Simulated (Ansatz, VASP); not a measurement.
**Cross-check of CuI (Marshite) between VASP and Ansatz**

Wanted: the spread between two codes on one cell, functional and k mesh. The cell is taken from a series of VASP runs on this material, whose earlier steps may have relaxed, scaled or displaced it; both programs get it as it stands.

Calculated with Ansatz 0.2.0; plane waves, with VASP 6.6.1 beside it; band structure at PBE0.

### 1. Set-up

It takes space group F-43m (No. 216, cubic). Conventional cell: a = 6.063 Å, b = 6.063 Å, c = 6.063 Å, α = 90.00°, β = 90.00°, γ = 90.00°. I has 4 Cu at 2.63 Å nearest. Nearest to Cu lie 4 I at 2.63 Å. Farther neighbours and most contacts between anions are not listed.

As a file:

```cif
data_structure
_symmetry_space_group_name_H-M 'P 1'
_symmetry_Int_Tables_number 1
_cell_length_a 4.2872
_cell_length_b 4.2872
_cell_length_c 4.2872
_cell_angle_alpha 60.000
_cell_angle_beta 60.000
_cell_angle_gamma 60.000
_cell_volume 55.72
loop_
_atom_site_label
_atom_site_type_symbol
_atom_site_fract_x
_atom_site_fract_y
_atom_site_fract_z
_atom_site_occupancy
I1 I 0.00000 0.00000 0.00000 1
Cu2 Cu 0.75000 0.75000 0.75000 1
```

### 2. Ansatz: band structure, PBE0

Ansatz runs on its default PAW (the set named soft_2) files.

The same path points are solved in both programs, so levels can be compared one by one.

Input file input.yaml:

```yaml
crystal:
  lattice:
    - [0.0, 3.0315, 3.0315]
    - [3.0315, 0.0, 3.0315]
    - [3.0315, 3.0315, 0.0]
  atoms:
    - { symbol: I, position: [0.0, 0.0, 0.0] }
    - { symbol: Cu, position: [0.75, 0.75, 0.75] }
hamiltonian:
  xc: pbe0
  pseudopotentials: { kind: paw }
kpoints:
  mp_grid: { grid: [4, 4, 4] }
  band_path:
    path:
      - [0.0, 0.0, 0.0]
      - [0.5, 0.0, 0.5]
      - [0.5, 0.22222, 0.72222]
      - [0.40278, 0.34722, 0.75]
      - [0.125, 0.125, 0.25]
      - [0.27778, 0.27778, 0.27778]
      - [0.55556, 0.38889, 0.55556]
      - [0.58333, 0.25, 0.66667]
      - [0.5, 0.30556, 0.69444]
      - [0.48611, 0.48611, 0.52778]
      - [0.625, 0.25, 0.625]
      - [0.5, 0.0, 0.5]
    npoints: 1
scf:
  occupations: { method: gaussian, width: 0.03 }
  n_extra_bands: 7
output:
  forces: true
  stress: true
  eigenvalues: true
```

Command:

```
> ansatz run input.yaml --threads 4 --pin off --max-ram 9216MiB --backend cpu --events-out ev --progress --plain --runs-dir out
```

Numbers of over 12 decimals in the logs are rounded to 6 here.

The program printed:

```text
Warning: output.stress: scf.convergence.dr2_threshold = 1e-7 eV (the SCF's general default) is looser than the 2e-10 eV advised for a printed stress (1e-10 eV for each atom of the cell: 2). What an SCF threshold leaves in a stress goes as its square root, and in the free energy as the threshold itself, and one threshold admits the most on a small cell: [figures from the program's tests cut] Set scf.convergence.dr2_threshold to 2e-10 eV or tighter. The threshold is an SCF's pass mark: one that does not reach it within its budget of iterations ends unconverged, or closes short of it on a stop that the run arms, and scf.convergence.dr2_threshold's page says what that costs each kind of run
Warning: output.stress: scf.exx.energy_threshold = 1e-6 eV is looser than the 2e-8 eV advised for a stress under a hybrid functional (1e-8 eV for each atom of the cell: 2). Every SCF of the exchange loop can meet its threshold on dr2 while the loop round them stops early: no threshold on dr2 bounds what that leaves in the stress. Set scf.exx.energy_threshold to 2e-8 eV or tighter. The threshold is the loop's pass mark: a loop that does not reach it within its budget of cycles ends unconverged, and scf.exx.energy_threshold's page has the law
scf.n_extra_bands = 7 over 18 filled bands (N_el = 36.0): the run solves 25 bands
Engine: ansatz 0.2.0, aarch64-unknown-linux-gnu
Pseudopotentials: kind: paw
Pseudopotential: I, paw, valence charge 17, recommended cutoff 420 eV (normal), I.paw.azcp
Pseudopotential: Cu, paw, valence charge 19, recommended cutoff 420 eV (normal), Cu.paw.azcp
Functional definition: PBE0
  parameter a = 0.25
  parameter kappa = 0.804
  parameter beta = 0.066725
  exchange = (1 - a)*pbe_x(kappa = kappa, mu = beta*pi^2/3) + a*exact_x
  correlation = pbe_c(beta = beta)
Crystal: 2 atoms, lattice volume = 55.719 Å³
Basis set: ecut = 420 eV, 1067 PW (Γ), exchange–correlation on 60×60×60 points (8 copies of the dense FFT grid, shifted against one another)
Bands: 25, of which v1, the nominal top of the filled ones, is band 18 counted from 1 (17 counted from 0)
Symmetry: 24 space group operations
Space group: F-43m (ITA 216), of the structure as read, at distance tolerance 3.8e-5 Å
k-points: 8 of 64 (time reversal used)
Non-local potential: I, projectors of the file, l = 0: 2, l = 1: 2, l = 2: 2, l = 3: 2
Non-local potential: Cu, projectors of the file, l = 0: 3, l = 1: 2, l = 2: 3, l = 3: 1
PAW form: soft (Blöchl's): semilocal exchange-correlation on the pseudo side does not see the compensation charge
PAW frozen core: I, regenerated for the run's functional, and the local potential with it (the file was generated under x = pbe(κ = 0.804, μ = 0.219515), c = pbe(β = 0.066725))
PAW frozen core: Cu, regenerated for the run's functional, and the local potential with it (the file was generated under x = pbe(κ = 0.804, μ = 0.219515), c = pbe(β = 0.066725))
PAW one-centre angular grid: I, 590 points (default); XC on 64 Gauss nodes
PAW one-centre angular grid: Cu, 590 points (default); XC on 64 Gauss nodes
Initial density: superposition of atomic densities (neutral atoms: chi_scale 0, normalization atom), corrected by the library's trained network
Initial wavefunctions: pseudopotential atomic-orbital guess
Functional: x = pbe(κ = 0.804, μ = 0.219515), c = pbe(β = 0.066725), warm-up for x = 0.75 pbe(κ = 0.804, μ = 0.219515) + 0.25 exact, c = pbe(β = 0.066725)
SCF iter   1: F=—  HF=-14138.331803 eV  |F-HF|=—  |Δ(HF+E_count)|=         —  Δρ=7.08e-4  dr2=1.69e-4  ethr=1.77e-3  ⟨swp⟩=12.0  Hψ=988  notcnv=0
preconditioner: auto → none  [insulator: Δε(μ)=1.127 eV  Ē_g=11.145 eV  σ=0.030 eV  W_gap=1.00  n_scr=14 (ndim 8)  ℏωp=21.1 eV  f_vac=0.179  D(μ)=0.00/eV (n_scr^D=0)]
SCF iter   2: F=-14138.332024 eV  HF=-14138.332112 eV  |F-HF|=8.85e-5  |Δ(HF+E_count)|=   3.09e-4  Δρ=4.24e-4  dr2=6.94e-5  ethr=4.69e-7  ⟨swp⟩=4.5  Hψ=714  notcnv=0  defer=2
SCF 1 stopped early in 2 iterations: F = -14138.332024 eV  dr2 = 6.94e-5
  greatest PAW one-centre occupation: 1.000 electrons in one spin orbital (limit 2), on the Cu atom at site 1 (counted from 0), in its partial waves of l = 0
Initial density: handed on by an earlier stage of this run
Initial wavefunctions: those handed on with the density
Functional: x = 0.75 pbe(κ = 0.804, μ = 0.219515) + 0.25 exact, c = pbe(β = 0.066725)
Frozen-core exchange: fock
SCF iter   1: F=—  HF=-14141.691811 eV  |F-HF|=—  |Δ(HF+E_count)|=         —  Δρ=2.94e-2  dr2=3.27e-1  ethr=1.93e-6  ⟨swp⟩=6.1  Hψ=925  notcnv=0
preconditioner: auto → none  [insulator: Δε(μ)=3.512 eV  Ē_g=14.170 eV  σ=0.030 eV  W_gap=1.00  n_scr=14 (ndim 8)  ℏωp=21.1 eV  f_vac=0.179  D(μ)=0.00/eV (n_scr^D=0)]
SCF iter   2: F=—  HF=-14141.692931 eV  |F-HF|=—  |Δ(HF+E_count)|=   1.12e-3  Δρ=2.28e-2  dr2=2.07e-1  ethr=1.93e-6  ⟨swp⟩=5.5  Hψ=737  notcnv=0
SCF iter   3: F=—  HF=-14141.624658 eV  |F-HF|=—  |Δ(HF+E_count)|=   6.83e-2  Δρ=5.17e-3  dr2=1.33e-2  ethr=1.93e-6  ⟨swp⟩=5.1  Hψ=705  notcnv=0
SCF iter   4: F=—  HF=-14141.642619 eV  |F-HF|=—  |Δ(HF+E_count)|=   1.80e-2  Δρ=3.59e-3  dr2=5.05e-3  ethr=1.93e-6  ⟨swp⟩=4.0  Hψ=583  notcnv=0
iter 5 solved again at ethr=5.19e-8 eV; its pass at ethr=1.93e-6 eV (dr2=1.87e-5 eV) is discarded
SCF iter   5: F=—  HF=-14141.641715 eV  |F-HF|=—  |Δ(HF+E_count)|=   9.04e-4  Δρ=2.36e-4  dr2=9.28e-5  ethr=5.19e-8  ⟨swp⟩=2.4  Hψ=880  notcnv=0
SCF iter   6: F=—  HF=-14141.642132 eV  |F-HF|=—  |Δ(HF+E_count)|=   4.17e-4  Δρ=1.71e-4  dr2=3.24e-5  ethr=5.17e-8  ⟨swp⟩=4.1  Hψ=524  notcnv=0  defer=1
SCF iter   7: F=-14141.642122 eV  HF=-14141.642122 eV  |F-HF|=8.94e-8  |Δ(HF+E_count)|=   9.79e-6  Δρ=3.29e-5  dr2=4.73e-6  ethr=5.17e-8  ⟨swp⟩=3.1  Hψ=391  notcnv=0  defer=1
SCF 2 stopped early in 7 iterations: F = -14141.642122 eV  dr2 = 4.73e-6
  greatest PAW one-centre occupation: 1.000 electrons in one spin orbital (limit 2), on the Cu atom at site 1 (counted from 0), in its partial waves of l = 1
hybrid outer 1: dexx = +2.196e-2 eV, tail = 1.22e-4 eV
Frozen-core exchange: fock
SCF iter   1: F=—  HF=-14141.642135 eV  |F-HF|=—  |Δ(HF+E_count)|=         —  Δρ=8.68e-5  dr2=2.47e-6  ethr=1.69e-6  ⟨swp⟩=4.6  Hψ=460  notcnv=0
preconditioner: auto → none  [insulator: Δε(μ)=3.327 eV  Ē_g=13.814 eV  σ=0.030 eV  W_gap=1.00  n_scr=14 (ndim 8)  ℏωp=21.1 eV  f_vac=0.185  D(μ)=0.00/eV (n_scr^D=0)]
SCF iter   2: F=—  HF=-14141.642135 eV  |F-HF|=—  |Δ(HF+E_count)|=   4.80e-7  Δρ=2.03e-5  dr2=2.44e-7  ethr=6.22e-9  ⟨swp⟩=4.0  Hψ=547  notcnv=0
SCF iter   3: F=—  HF=-14141.642136 eV  |F-HF|=—  |Δ(HF+E_count)|=   6.41e-7  Δρ=1.07e-5  dr2=7.97e-8  ethr=2.69e-10  ⟨swp⟩=4.2  Hψ=575  notcnv=0  defer=1
SCF iter   4: F=-14141.642136 eV  HF=-14141.642136 eV  |F-HF|=4.19e-9  |Δ(HF+E_count)|=   1.93e-8  Δρ=1.98e-6  dr2=2.66e-9  ethr=1.54e-10  ⟨swp⟩=2.8  Hψ=365  notcnv=0  defer=1
SCF 3 converged in 4 iterations: F = -14141.642136 eV  dr2 = 2.66e-9
  Residual-converged pass: ⟨swp⟩=4.0  Hψ=450  notcnv=0  max |occ|·‖R‖ = 2.1e-6 eV (tolerance 2.4e-6 eV)  dr2=2.94e-9  dr2_onsite=6.52e-9  max |Δocc| = 0.0e0
hybrid outer 2: dexx = +1.004e-6 eV, tail = 9.96e-8 eV, Δε = 5.13e-3 eV (about 2.40e-4 eV left of the loop's levels)
Frozen-core exchange: fock
SCF iter   1: F=—  HF=-14141.642136 eV  |F-HF|=—  |Δ(HF+E_count)|=         —  Δρ=3.33e-6  dr2=5.57e-9  ethr=1.38e-9  ⟨swp⟩=6.2  Hψ=495  notcnv=0
preconditioner: auto → none  [insulator: Δε(μ)=3.328 eV  Ē_g=13.815 eV  σ=0.030 eV  W_gap=1.00  n_scr=14 (ndim 8)  ℏωp=21.1 eV  f_vac=0.185  D(μ)=0.00/eV (n_scr^D=0)]
SCF iter   2: F=-14141.642136 eV  HF=-14141.642136 eV  |F-HF|=6.55e-10  |Δ(HF+E_count)|=   1.97e-9  Δρ=1.17e-6  dr2=7.53e-10  ethr=1.44e-11  ⟨swp⟩=3.0  Hψ=435  notcnv=0
SCF 4 converged in 2 iterations: F = -14141.642136 eV  dr2 = 7.53e-10
  Residual-converged pass: ⟨swp⟩=2.9  Hψ=375  notcnv=0  max |occ|·‖R‖ = 2.3e-6 eV (tolerance 2.4e-6 eV)  dr2=7.55e-10  dr2_onsite=4.57e-10  max |Δocc| = 0.0e0
hybrid outer 3: dexx = +1.718e-9 eV, tail = 2.42e-9 eV, Δε = 2.00e-4 eV (about 5.40e-5 eV left of the loop's levels), ΔF = 4.63e-18 eV/Å (tail 2.82e-4)
NSCF: frozen V_eff on 12 k-points
hybrid SCF converged: 3 outer / 13 inner (+2 warm-up), last move |dexx| = 1.72e-9 eV, tail = 2.42e-9 eV
Stability not checked: this state was not tested for a lower state beside it, because the functional holds exact exchange (a hybrid, or Hartree-Fock), whose exchange loop this test does not read (fock_operator; see scf.lower_state_search)
Free energy (F): -14141.642136 eV
Frozen-core exchange: fock
Harris-Foulkes:  -14141.642136 eV  (|F-HF|=6.55e-10)
Internal energy: -14141.642136 eV  (E = F + TS)
E sigma→0 (E₀):  -14141.642136 eV
Fermi energy:    8.473733 eV
--- Per-component energies (eV) ---
  E_band       = -975.504860
  E_kinetic    = 490.135242
  E_local      = -7649.162132  (includes V_loc(G=0)·N_el)
  E_nonlocal   = 324.856094
  E_hartree    = 3566.900351
  E_xc         = -165.579220
  E_vxc        = -185.445506  (∫ρ·V_xc dr)
  E_exx        = -174.817252  (= α·E_x^exact, valence–valence)
  E_paw        = -6379.260102  (= ΣΔE_a)
  E_vpaw       = -740.057539  (= ΣTr[D̂ρ^β])
  E_aug_tail   = 0.000302  (compensation charges beyond the density's cutoff)
  E_ewald      = -4154.131452
  E_core_change = -0.583966  (= ΣΔE_core)
  E_smearing   = -0.000000  (= −TS)
  E_closure    = -0.000001  (closes the sum)
  Σ components = -14141.642136   (vs F -14141.642136, Δ=0.00e0)
--- Forces (eV/Å), atoms counted from 1 ---
  atom   1  I     -0.00000000     0.00000000    -0.00000000
  atom   2  Cu     0.00000000     0.00000000    -0.00000000
  max |Σ_I F_I| component: 4.39e-17 eV/Å
--- Stress (GPa, compression-positive) ---
        0.696586       0.000000       0.000000
       -0.000000       0.696586       0.000000
       -0.000000       0.000000       0.696586
  P = ⅓ Tr σ = 0.6966 GPa (6.966 kbar)
--- Band table (eV; the first three rows and the last of 8) ---
  k-point 0: bands = [... 14 lower, 4.2658, 6.8096, 6.8096, 6.8096, 10.1376, 13.8725, 13.8725, 13.8725, ... 3 higher]
  k-point 1: bands = [... 14 lower, 4.2560, 5.1093, 6.3688, 6.3688, 11.2923, 14.4554, 14.4554, 14.4674, ... 3 higher]
  k-point 2: bands = [... 14 lower, 4.2881, 4.3404, 5.9608, 5.9608, 11.1422, 14.3818, 14.3818, 16.3339, ... 3 higher]
  k-point 7: bands = [... 14 lower, 4.3680, 4.3770, 4.5093, 5.0790, 13.4309, 13.7209, 15.0970, 15.2726, ... 3 higher]
```

The job ended after 25 s (4 threads of Arm Neoverse V1, shared host; peak memory 0.8 GiB).

### 3. VASP: band structure, PBE0

The same cell, functional, mesh and smearing now go to VASP, with its own data sets and cutoff.

Lines of VASP's logs that name or quote its potential files are left out, and so is its time.

The run reads the wave functions of an earlier VASP run, which isn't shown here.

Input file INCAR:

```
SYSTEM = CuI
PREC = Accurate
ENCUT = 350
EDIFF = 1E-06
NELM = 100
ISMEAR = 0
SIGMA = 0.03
LREAL = .FALSE.
ALGO = Normal
LHFCALC = .TRUE.
AEXX = 0.25
GGA = PE
LASPH = .TRUE.
NBANDS = 15
PRECFOCK = Fast
HFRCUT = -1
LORBIT = 11
LWAVE = .FALSE.
LCHARG = .FALSE.
KPAR = 4
```

Input file POSCAR:

```
CuI
1.0
    0.0000000000      3.0315000000      3.0315000000
    3.0315000000      0.0000000000      3.0315000000
    3.0315000000      3.0315000000      0.0000000000
I Cu
1 1
Direct
    0.0000000000      0.0000000000      0.0000000000
    0.7500000000      0.7500000000      0.7500000000
```

Input file KPOINTS:

```
Automatic mesh
0
Gamma
4 4 4
0 0 0
```

Input file KPOINTS_OPT:

```
Line mode
10
Line-mode
Reciprocal
  0.00000000   0.00000000   0.00000000 GAMMA
  0.50000000   0.00000000   0.50000000 X

  0.50000000   0.00000000   0.50000000 X
  0.50000000   0.25000000   0.75000000 W

  0.50000000   0.25000000   0.75000000 W
  0.37500000   0.37500000   0.75000000 K

  0.37500000   0.37500000   0.75000000 K
  0.00000000   0.00000000   0.00000000 GAMMA

  0.00000000   0.00000000   0.00000000 GAMMA
  0.50000000   0.50000000   0.50000000 L

  0.50000000   0.50000000   0.50000000 L
  0.62500000   0.25000000   0.62500000 U

  0.62500000   0.25000000   0.62500000 U
  0.50000000   0.25000000   0.75000000 W

  0.50000000   0.25000000   0.75000000 W
  0.50000000   0.50000000   0.50000000 L

  0.50000000   0.50000000   0.50000000 L
  0.37500000   0.37500000   0.75000000 K

  0.62500000   0.25000000   0.62500000 U
  0.50000000   0.00000000   0.50000000 X
```

PAW data sets: I and Cu (PBE family, release 64).

Command:

```
> mpirun -np 4 vasp_std
```

The program printed:

```text
[banner, memory and clock lines left out]
running    4 mpi-ranks, on    1 nodes
 distrk:  each k-point on    1 cores,    4 groups
 distr:  one band on    1 cores,    1 groups

 POSCAR found type information on POSCAR I Cu
 POSCAR found :  2 types and       2 ions
 LDA part: xc-table for (Slater+PW92), standard interpolation
 found WAVECAR, reading the header
 POSCAR, INCAR and KPOINTS ok, starting setup
 FFT: planning ... GRIDC
 FFT: planning ... GRID_SOFT
 FFT: planning ... GRID
 HFRCUT set to (new)   9.477592
 reading WAVECAR
 the WAVECAR file was read successfully
 initial charge from wavefunction
 entering main loop
       N       E                     dE             d eps       ncg     rms          rms(c)
DAV:   1    -0.705575626027E+01   -0.70558E+01   -0.12522E+00   326   0.398E+01    0.340E+00
DAV:   2    -0.694876746233E+01    0.10699E+00   -0.78140E-01   310   0.332E+01    0.320E+00
DAV:   3    -0.696884644206E+01   -0.20079E-01   -0.54858E-02   304   0.199E+00    0.221E+00
DAV:   4    -0.696566115641E+01    0.31853E-02   -0.12711E-02   296   0.448E+00    0.135E+00
DAV:   5    -0.696593004228E+01   -0.26889E-03   -0.21117E-03   298   0.415E-01    0.896E-01
DAV:   6    -0.696585469273E+01    0.75350E-04   -0.45498E-04   326   0.680E-01    0.560E-01
DAV:   7    -0.696584848471E+01    0.62080E-05   -0.40624E-05   388   0.134E-01    0.320E-01
DAV:   8    -0.696584713670E+01    0.13480E-05   -0.10511E-05   326   0.813E-02    0.186E-01
DAV:   9    -0.696584817378E+01   -0.10371E-05   -0.28961E-06   275   0.315E-02    0.110E-01
DAV:  10    -0.696584938921E+01   -0.12154E-05   -0.94693E-07   233   0.131E-02    0.644E-02
DAV:  11    -0.696585025637E+01   -0.86716E-06   -0.59127E-07   211   0.879E-03
   1 F= -.69658503E+01 E0= -.69658503E+01  d E =-.163116E-15
 Start KPOINTS_OPT (optional k-point list driver)
k-point batch [1-8\100]
       N       E                     dE             ncg
DAV:   1     0.901056594656E+03   -0.40943E+03      240
DAV:   2    -0.308810773618E+02   -0.93194E+03      254
DAV:   3    -0.105473526409E+03   -0.74592E+02      296
DAV:   4    -0.108176448294E+03   -0.27029E+01      319
DAV:   5    -0.108254696942E+03   -0.78249E-01      379
DAV:   6    -0.108255552130E+03   -0.85519E-03      332
DAV:   7    -0.108255563731E+03   -0.11601E-04      357
DAV:   8    -0.108255564054E+03   -0.32303E-06      268
[...]
k-point batch [97-100\100]
       N       E                     dE             ncg
DAV:   1     0.224193221584E+04   -0.15592E+04      120
DAV:   2     0.180976627230E+04   -0.43217E+03      120
DAV:   3     0.178468525715E+04   -0.25081E+02      155
DAV:   4     0.178396240865E+04   -0.72285E+00      177
DAV:   5     0.178394017988E+04   -0.22229E-01      200
DAV:   6     0.178393992273E+04   -0.25716E-03      184
DAV:   7     0.178393991928E+04   -0.34502E-05      192
DAV:   8     0.178393991922E+04   -0.57300E-07      144
```

[end of part 1 of 2]

[Lines on the potential files, build, host, timing and source positions are cut from VASP's logs without a mark.]

[Logs are printed without paths, hosts, clocks, repeated set-up lines and the standing remarks that a program may print on its own settings, such as how far it seeks lower states.]

[Hosts, paths, dates, database ids (printed as entryN), source tags and the programs' standing remarks are cut or masked in the printed files.]
